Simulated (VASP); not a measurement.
# Vibrations of Al2O3 (Corundum) at several levels of theory, part 2 of 3

How much do the zone-centre frequencies of Al2O3 (Corundum) depend on the functional? The starting structure is a measured crystal structure from the Crystallography Open Database.

VASP 6.6.1.

Results so far: LDA Eg (5) 754.4 cm⁻¹.

### 3. Modes with LDA at the measured cell

Level of this step: LDA; plane waves and PAW (Al, O) (VASP).

The atoms were first relaxed in the fixed cell, in a run that isn't shown.

INCAR reads:

```
SYSTEM = Al2O3
PREC = Accurate
ENCUT = 520
EDIFF = 1E-08
NELM = 100
ISMEAR = 0
SIGMA = 0.03
LREAL = .FALSE.
ALGO = Normal
GGA = CA
NBANDS = 34
LORBIT = 11
LWAVE = .FALSE.
LCHARG = .FALSE.
KPAR = 16
IBRION = 6
NFREE = 2
POTIM = 0.015
NSW = 1
ISIF = 2
```

POSCAR reads:

```
Al2O3
1.0
    2.3794853470      1.3737965056      4.3321625829
   -2.3794853470      1.3737965056      4.3321625829
    0.0000000000     -2.7475930112      4.3321625829
Al O
4 6
Direct
    0.1480313139      0.1480313139      0.1480313139
    0.3519686861      0.3519686861      0.3519686861
    0.8519686861      0.8519686861      0.8519686861
    0.6480313139      0.6480313139      0.6480313139
    0.9443987837      0.2500000000      0.5556012163
    0.5556012163      0.9443987837      0.2500000000
    0.2500000000      0.5556012163      0.9443987837
    0.0556012163      0.7500000000      0.4443987837
    0.4443987837      0.0556012163      0.7500000000
    0.7500000000      0.4443987837      0.0556012163
```

KPOINTS reads:

```
Automatic mesh
0
Gamma
6 6 6
0 0 0
```

Potentials, in the order of the species: Al and O (LDA family, release 64).

The run is started by

```bash
mpirun -np 16 vasp_std
```

Log:

```text
[banner, memory and clock lines left out]
running   16 mpi-ranks, on    1 nodes
[...]
[... a notice as in an earlier step ...]

 LDA part: xc-table for (Slater(with rela. corr.)+CA(PZ))
 , standard interpolation
 POSCAR, INCAR and KPOINTS ok, starting setup
[...]
entering main loop
       N       E                     dE             d eps       ncg     rms          rms(c)
DAV:   1     0.216032902514E+03    0.21603E+03   -0.25629E+04  2176   0.135E+03
DAV:   2    -0.793087764657E+02   -0.29534E+03   -0.28644E+03  2768   0.290E+02
DAV:   3    -0.913922191204E+02   -0.12083E+02   -0.12045E+02  2798   0.602E+01
DAV:   4    -0.914790439647E+02   -0.86825E-01   -0.86769E-01  2712   0.593E+00
[...]
DAV:  12    -0.830868547362E+02   -0.18830E-06   -0.43953E-06  2706   0.140E-02    0.646E-03
DAV:  13    -0.830868544137E+02    0.32244E-06   -0.12398E-06  2672   0.649E-03    0.156E-03
DAV:  14    -0.830868544116E+02    0.20941E-08   -0.55583E-08  2598   0.140E-03
   1 F= -.83086854E+02 E0= -.83086854E+02  d E =-.339816E-12
[... from here on, the cycles between the ionic steps are left out ...]
   2 F= -.83084673E+02 E0= -.83084673E+02  d E =-.174398E-11
   3 F= -.83084643E+02 E0= -.83084643E+02  d E =-.223487E-11
   4 F= -.83084760E+02 E0= -.83084760E+02  d E =-.670129E-13
   5 F= -.83084837E+02 E0= -.83084837E+02  d E =-.269681E-11
   6 F= -.83084839E+02 E0= -.83084839E+02  d E =-.109497E-14
   7 F= -.83084803E+02 E0= -.83084803E+02  d E =-.450186E-26
   8 F= -.83085134E+02 E0= -.83085134E+02  d E =-.826736E-12
   9 F= -.83085134E+02 E0= -.83085134E+02  d E =-.825393E-12
 Finite differences progress:
  Degree of freedom:   4/  4
  Displacement:        2/  2
  Total:               8/  8
```

Elapsed: 3.7 min, on 16 MPI ranks of Intel Xeon Platinum 8375C at 2.90GHz (Ice Lake), shared host; peak memory 9 GiB.

From OUTCAR (step 3):

```text
  Total       -2.2227430     -2.1510978     -2.4931838     -0.0200881      0.0285368      0.0152534
  in kB      -41.9120010    -40.5610600    -47.0114274     -0.3787804      0.5380902      0.2876187
  external PRESSURE =     -43.1614961 kB  Pullay stress =       0.0000000 kB

 POSITION                                       TOTAL-FORCE (eV/Angst)
 -----------------------------------------------------------------------------------
      0.00000      0.00000      1.92389         0.001730      0.000048     -0.017262
      0.00000      0.00000      4.57436         0.001945      0.000608     -0.013059
      0.00000      0.00000     11.07260         0.015987     -0.029795     -0.031015
      0.00000      0.00000      8.42213         0.031689      0.001067     -0.031891
      1.65231      0.11429      7.56628        -0.073034      0.040583      0.229374
     -0.92514      1.37380      7.58128         0.004578      0.002185      0.007600
     -0.72717     -1.48809      7.58128         0.000359     -0.004965      0.007515
     -1.65231     -0.11429      5.41520         0.046268     -0.026274     -0.066687
      0.92514     -1.37380      5.41520        -0.026372     -0.012011     -0.042321
      0.72717      1.48809      5.41520        -0.003151      0.028553     -0.042255
 -----------------------------------------------------------------------------------
    total drift:                                0.000057     -0.000033      0.000128

  FREE ENERGIE OF THE ION-ELECTRON SYSTEM (eV)
  ---------------------------------------------------
  free  energy   TOTEN  =       -83.0851337365 eV

  energy  without entropy=      -83.0851337365  energy(sigma->0) =      -83.08513374

[... 1 part as in an earlier step ...]

[... 2 further parts left out ...]
[key lines of the parts left out:]
E-fermi :   5.9435
```

The last energy, forces and stress in OUTCAR belong to the last displaced cell, not to that of POSCAR.

With LDA at the measured cell the modes are at the top A2g (3) 733.7, Eg (5) 733.1 cm⁻¹, at the bottom Eg (1) 368.4, A2g (1) 303.0 cm⁻¹, with 14 more of the listed ones between; the largest shift is -21.3 cm⁻¹, in Eg (5), from LDA.

### 4. Modes with PBEsol

PBEsol restores the gradient expansion of exchange and is tuned for the cells of solids. The cell comes from a relaxation at this level, not shown (85.65 Å³).

INCAR: that of step 3 with these lines changed.

```diff
@@ -9,3 +9,3 @@
 ALGO = Normal
-GGA = CA
+GGA = PS
 NBANDS = 34
```

POSCAR reads:

```
Al2O3
1.0
    2.3873475638      1.3783357586      4.3379259845
   -2.3873475638      1.3783357586      4.3379259845
    0.0000000000     -2.7566715171      4.3379259845
Al O
4 6
Direct
    0.1479077816      0.1479077816      0.1479077816
    0.3520922184      0.3520922184      0.3520922184
    0.8520922184      0.8520922184      0.8520922184
    0.6479077816      0.6479077816      0.6479077816
    0.9442004782      0.2500000000      0.5557995218
    0.5557995218      0.9442004782      0.2500000000
    0.2500000000      0.5557995218      0.9442004782
    0.0557995218      0.7500000000      0.4442004782
    0.4442004782      0.0557995218      0.7500000000
    0.7500000000      0.4442004782      0.0557995218
```

KPOINTS is that of step 3.

The projector-augmented-wave data sets are Al and O (PBE family, release 64).

The run is started by

```bash
mpirun -np 16 vasp_std
```

Log:

```text
[banner, memory and clock lines left out]
running   16 mpi-ranks, on    1 nodes
[...]
[... a notice as in an earlier step ...]

|                                                                             |
|               ----> ADVICE to this user running VASP <----                  |
|                                                                             |
|     You enforced a specific xc type in the INCAR file but a different       |
|     [... a line on the potential file left out ...]
|     I HOPE YOU KNOW WHAT YOU ARE DOING!                                     |
|                                                                             |

 LDA part: xc-table for (Slater+PW92), standard interpolation
 POSCAR, INCAR and KPOINTS ok, starting setup
[...]
entering main loop
       N       E                     dE             d eps       ncg     rms          rms(c)
DAV:   1     0.224289508905E+03    0.22429E+03   -0.25392E+04  2176   0.134E+03
DAV:   2    -0.731893991305E+02   -0.29748E+03   -0.28801E+03  2806   0.290E+02
DAV:   3    -0.858082796605E+02   -0.12619E+02   -0.12579E+02  2800   0.615E+01
DAV:   4    -0.859053613303E+02   -0.97082E-01   -0.97027E-01  2720   0.624E+00
[...]
DAV:  15    -0.786636550927E+02   -0.47294E-07   -0.54717E-09  1986   0.432E-04    0.337E-04
DAV:  16    -0.786636551176E+02   -0.24923E-07   -0.54291E-10  1318   0.141E-04    0.111E-04
DAV:  17    -0.786636551191E+02   -0.14415E-08   -0.84817E-10  1308   0.170E-04
   1 F= -.78663655E+02 E0= -.78663655E+02  d E =-.285320E-15
[... from here on, the cycles between the ionic steps are left out ...]
   2 F= -.78661485E+02 E0= -.78661485E+02  d E =-.858473E-15
   3 F= -.78661455E+02 E0= -.78661455E+02  d E =-.931124E-15
   4 F= -.78661604E+02 E0= -.78661604E+02  d E =-.442852E-16
   5 F= -.78661631E+02 E0= -.78661631E+02  d E =-.293376E-14
   6 F= -.78661647E+02 E0= -.78661647E+02  d E =-.244619E-18
   7 F= -.78661611E+02 E0= -.78661611E+02  d E =-.216831E-12
   8 F= -.78661940E+02 E0= -.78661940E+02  d E =-.439514E-15
   9 F= -.78661940E+02 E0= -.78661940E+02  d E =-.439181E-15
 Finite differences progress:
  Degree of freedom:   4/  4
  Displacement:        2/  2
  Total:               8/  8
```

Run time: 3 min. Hardware: 16 MPI ranks; peak memory 9.7 GiB; 48 min of CPU time.

Parts of OUTCAR (step 4):

```text
  Total       -0.0372867      0.0374860     -0.0058978     -0.0210060      0.0272733      0.0145905
  in kB       -0.6975261      0.7012547     -0.1103303     -0.3929621      0.5102037      0.2729451
  external PRESSURE =      -0.0355339 kB  Pullay stress =       0.0000000 kB

 POSITION                                       TOTAL-FORCE (eV/Angst)
 -----------------------------------------------------------------------------------
      0.00000      0.00000      1.92484         0.002281      0.001038     -0.015965
      0.00000      0.00000      4.58205         0.001340     -0.000407     -0.015018
      0.00000      0.00000     11.08894         0.016472     -0.030507     -0.031898
      0.00000      0.00000      8.43173         0.032600      0.001009     -0.029644
      1.65730      0.11385      7.57637        -0.074224      0.041325      0.228727
     -0.92725      1.37834      7.59137         0.004514      0.002132      0.007418
     -0.73005     -1.49219      7.59137         0.000414     -0.004948      0.007336
     -1.65730     -0.11385      5.42241         0.046173     -0.026270     -0.066274
      0.92725     -1.37834      5.42241        -0.026474     -0.012176     -0.042373
      0.73005      1.49219      5.42241        -0.003097      0.028803     -0.042308
 -----------------------------------------------------------------------------------
    total drift:                                0.000047     -0.000041      0.000195

  FREE ENERGIE OF THE ION-ELECTRON SYSTEM (eV)
  ---------------------------------------------------
  free  energy   TOTEN  =       -78.6619400385 eV

  energy  without entropy=      -78.6619400385  energy(sigma->0) =      -78.66194004

[... 1 part as in an earlier step ...]

[... 2 further parts left out ...]
[key lines of the parts left out:]
E-fermi :   6.1028
```

With PBEsol the modes are at the top Eg (5) 734.2, A2g (3) 733.7 cm⁻¹, at the bottom Eg (1) 364.9, A2g (1) 300.2 cm⁻¹, with 14 more of the listed ones between; the largest shift is -20.2 cm⁻¹, in Eg (5), from LDA.

### 5. Modes with PBE

PBE, the usual starting point, adds the gradient of the density. The cell comes from a relaxation at this level, not shown (87.54 Å³).

INCAR: that of step 4 with these lines changed.

```diff
@@ -9,3 +9,3 @@
 ALGO = Normal
-GGA = PS
+GGA = PE
 NBANDS = 34
```

POSCAR reads:

```
Al2O3
1.0
    2.4039709180      1.3879332566      4.3728187868
   -2.4039709180      1.3879332566      4.3728187868
    0.0000000000     -2.7758665132      4.3728187868
Al O
4 6
Direct
    0.1478161452      0.1478161452      0.1478161452
    0.3521838548      0.3521838548      0.3521838548
    0.8521838548      0.8521838548      0.8521838548
    0.6478161452      0.6478161452      0.6478161452
    0.9438409408      0.2500000000      0.5561590592
    0.5561590592      0.9438409408      0.2500000000
    0.2500000000      0.5561590592      0.9438409408
    0.0561590592      0.7500000000      0.4438409408
    0.4438409408      0.0561590592      0.7500000000
    0.7500000000      0.4438409408      0.0561590592
```

KPOINTS is that of step 4.

The run is started by

```bash
mpirun -np 16 vasp_std
```

Log:

```text
[banner, memory and clock lines left out]
running   16 mpi-ranks, on    1 nodes
[...]
[... a notice as in an earlier step ...]

 LDA part: xc-table for (Slater+PW92), standard interpolation
 POSCAR, INCAR and KPOINTS ok, starting setup
[...]
entering main loop
       N       E                     dE             d eps       ncg     rms          rms(c)
DAV:   1     0.230039691194E+03    0.23004E+03   -0.25284E+04  2176   0.134E+03
DAV:   2    -0.694758386655E+02   -0.29952E+03   -0.28885E+03  2794   0.290E+02
DAV:   3    -0.826835614177E+02   -0.13208E+02   -0.13157E+02  2774   0.627E+01
DAV:   4    -0.827886883668E+02   -0.10513E+00   -0.10505E+00  2720   0.644E+00
[...]
DAV:  15    -0.748111789177E+02   -0.80548E-07   -0.79824E-09  2012   0.615E-04    0.305E-04
DAV:  16    -0.748111789572E+02   -0.39460E-07   -0.10139E-09  1472   0.199E-04    0.565E-05
DAV:  17    -0.748111789559E+02    0.12988E-08   -0.63675E-10  1324   0.137E-04
   1 F= -.74811179E+02 E0= -.74811179E+02  d E =-.136588E-11
[... from here on, the cycles between the ionic steps are left out ...]
   2 F= -.74809144E+02 E0= -.74809144E+02  d E =-.721482E-12
   3 F= -.74809115E+02 E0= -.74809115E+02  d E =-.743086E-12
   4 F= -.74809258E+02 E0= -.74809258E+02  d E =-.547163E-12
   5 F= -.74809283E+02 E0= -.74809283E+02  d E =-.438944E-11
   6 F= -.74809250E+02 E0= -.74809250E+02  d E =-.684289E-14
   7 F= -.74809214E+02 E0= -.74809214E+02  d E =-.326384E-12
   8 F= -.74809543E+02 E0= -.74809543E+02  d E =-.834763E-12
   9 F= -.74809543E+02 E0= -.74809543E+02  d E =-.835846E-12
 Finite differences progress:
  Degree of freedom:   4/  4
  Displacement:        2/  2
  Total:               8/  8
```

The job ended after 3 min (16 MPI ranks; peak memory 9.8 GiB; 47 min of CPU time).

From OUTCAR (step 5):

```text
  Total       -0.0253951      0.0387240      0.0105338     -0.0180817      0.0329274      0.0178602
  in kB       -0.4647827      0.7087299      0.1927904     -0.3309324      0.6026389      0.3268793
  external PRESSURE =       0.1455792 kB  Pullay stress =       0.0000000 kB

 POSITION                                       TOTAL-FORCE (eV/Angst)
 -----------------------------------------------------------------------------------
      0.00000      0.00000      1.93912         0.000299     -0.001888     -0.013202
      0.00000      0.00000      4.62011         0.002767      0.002581     -0.011612
      0.00000      0.00000     11.17934         0.014597     -0.026693     -0.029673
      0.00000      0.00000      8.49835         0.028492      0.000741     -0.028184
      1.66797      0.11315      7.63743        -0.067206      0.037678      0.218161
     -0.93198      1.38793      7.65243         0.004337      0.002000      0.007652
     -0.73600     -1.50108      7.65243         0.000652     -0.005090      0.007572
     -1.66797     -0.11315      5.46602         0.045911     -0.026369     -0.066050
      0.93198     -1.38793      5.46602        -0.026518     -0.012170     -0.042365
      0.73600      1.50108      5.46602        -0.003330      0.029209     -0.042299
 -----------------------------------------------------------------------------------
    total drift:                                0.000006     -0.000030      0.000105

  FREE ENERGIE OF THE ION-ELECTRON SYSTEM (eV)
  ---------------------------------------------------
  free  energy   TOTEN  =       -74.8095428141 eV

  energy  without entropy=      -74.8095428141  energy(sigma->0) =      -74.80954281

[... 1 part as in an earlier step ...]

[... 2 further parts left out ...]
[key lines of the parts left out:]
E-fermi :   5.9403
```

With PBE the modes are at the top A2g (3) 720.2, Eg (5) 716.3 cm⁻¹, at the bottom Eg (1) 359.4, A2g (1) 286.6 cm⁻¹, with 14 more of the listed ones between; the largest shift is -40.2 cm⁻¹, in Eu (3), from LDA.

### 6. Modes with PBEsol + D3(BJ)

D3 with Becke-Johnson damping keeps a finite attraction at short range. The cell comes from a relaxation at this level, not shown (84.36 Å³).

INCAR: that of step 5 with these lines changed.

```diff
@@ -9,3 +9,4 @@
 ALGO = Normal
-GGA = PE
+GGA = PS
+IVDW = 12
 NBANDS = 34
```

POSCAR reads:

```
Al2O3
1.0
    2.3757699700      1.3716514317      4.3145403339
   -2.3757699700      1.3716514317      4.3145403339
    0.0000000000     -2.7433028633      4.3145403339
Al O
4 6
Direct
    0.1479408346      0.1479408346      0.1479408346
    0.3520591654      0.3520591654      0.3520591654
    0.8520591654      0.8520591654      0.8520591654
    0.6479408346      0.6479408346      0.6479408346
    0.9440522624      0.2500000000      0.5559477376
    0.5559477376      0.9440522624      0.2500000000
    0.2500000000      0.5559477376      0.9440522624
    0.0559477376      0.7500000000      0.4440522624
    0.4440522624      0.0559477376      0.7500000000
    0.7500000000      0.4440522624      0.0559477376
```

KPOINTS is that of step 5.

The run is started by

```bash
mpirun -np 16 vasp_std
```

Log:

```text
[banner, memory and clock lines left out]
running   16 mpi-ranks, on    1 nodes
[...]
[... a notice as in an earlier step ...]

 [... a notice as in an earlier step ...]

 LDA part: xc-table for (Slater+PW92), standard interpolation
 POSCAR, INCAR and KPOINTS ok, starting setup
[...]
entering main loop
       N       E                     dE             d eps       ncg     rms          rms(c)
DAV:   1     0.221239976862E+03    0.22124E+03   -0.25440E+04  2192   0.134E+03
DAV:   2    -0.735884664699E+02   -0.29483E+03   -0.28462E+03  2796   0.288E+02
DAV:   3    -0.858474904473E+02   -0.12259E+02   -0.12217E+02  2808   0.606E+01
DAV:   4    -0.859419325208E+02   -0.94442E-01   -0.94388E-01  2704   0.614E+00
[...]
DAV:  15    -0.786464263100E+02   -0.42981E-07   -0.49440E-09  1960   0.412E-04    0.317E-04
DAV:  16    -0.786464263331E+02   -0.23082E-07   -0.48652E-10  1356   0.136E-04    0.102E-04
DAV:  17    -0.786464263342E+02   -0.11573E-08   -0.72404E-10  1322   0.157E-04
   1 F= -.80608650E+02 E0= -.80608650E+02  d E =-.834122E-11
[... from here on, the cycles between the ionic steps are left out ...]
   2 F= -.80606375E+02 E0= -.80606375E+02  d E =-.771220E-28
   3 F= -.80606343E+02 E0= -.80606343E+02  d E =-.833084E-28
   4 F= -.80606516E+02 E0= -.80606516E+02  d E =-.195301E-11
   5 F= -.80606521E+02 E0= -.80606521E+02  d E =-.603299E-27
   6 F= -.80606558E+02 E0= -.80606558E+02  d E =-.291676E-13
   7 F= -.80606519E+02 E0= -.80606519E+02  d E =-.467593E-24
   8 F= -.80606857E+02 E0= -.80606857E+02  d E =-.109876E-10
   9 F= -.80606857E+02 E0= -.80606857E+02  d E =-.109829E-10
 Finite differences progress:
  Degree of freedom:   4/  4
  Displacement:        2/  2
  Total:               8/  8
```

The job ended after 3.2 min (16 MPI ranks; peak memory 9.6 GiB).

OUTCAR, selected parts (step 6):

```text
 Edisp (eV)   -1.96222

 Edisp (eV)   -1.96222

  Total      -0.03911     0.04455    -0.00250    -0.02351     0.02447     0.01298
  in kB      -0.74277     0.84603    -0.04745    -0.44658     0.46468     0.24649
  external pressure =        0.02 kB  Pullay stress =        0.00 kB

 POSITION                                       TOTAL-FORCE (eV/Angst)
 -----------------------------------------------------------------------------------
      0.00000      0.00000      1.91489         0.003517      0.002965     -0.017723
      0.00000      0.00000      4.55692         0.000357     -0.002327     -0.017134
      0.00000      0.00000     11.02873         0.018113     -0.033703     -0.033448
      0.00000      0.00000      8.38670         0.036096      0.001182     -0.030776
      1.64891      0.11269      7.53545        -0.079965      0.044596      0.239079
     -0.92205      1.37165      7.55045         0.004462      0.002235      0.007494
     -0.72686     -1.48434      7.55045         0.000336     -0.005025      0.007410
     -1.64891     -0.11269      5.39318         0.047228     -0.026913     -0.067879
      0.92205     -1.37165      5.39318        -0.027074     -0.012616     -0.043546
      0.72686      1.48434      5.39318        -0.003070      0.029606     -0.043478
 -----------------------------------------------------------------------------------
    total drift:                                0.000041     -0.000035      0.000216

  FREE ENERGIE OF THE ION-ELECTRON SYSTEM (eV)
  ---------------------------------------------------
  free  energy   TOTEN  =       -80.6068573574 eV

  energy  without entropy=      -80.6068573574  energy(sigma->0) =      -80.60685736

[... 1 part as in an earlier step ...]

[... 2 further parts left out ...]
[key lines of the parts left out:]
E-fermi :   6.2469
```

With PBEsol + D3(BJ) the modes are at the top Eg (5) 752.4, A2g (3) 749.2 cm⁻¹, at the bottom Eg (1) 369.8, A2g (1) 308.2 cm⁻¹, with 14 more of the listed ones between; the largest shift is -5.9 cm⁻¹, in A2u (1), from LDA.

[end of part 2 of 3]

[Lines on the potential files, build, host, timing and source positions are cut from VASP's logs without a mark.]

[Logs are printed without paths, hosts, clocks, repeated set-up lines and the standing remarks that a program may print on its own settings, such as how far it seeks lower states.]

[Hosts, paths, dates, database ids (printed as entryN), source tags and the programs' standing remarks are cut or masked in the printed files.]
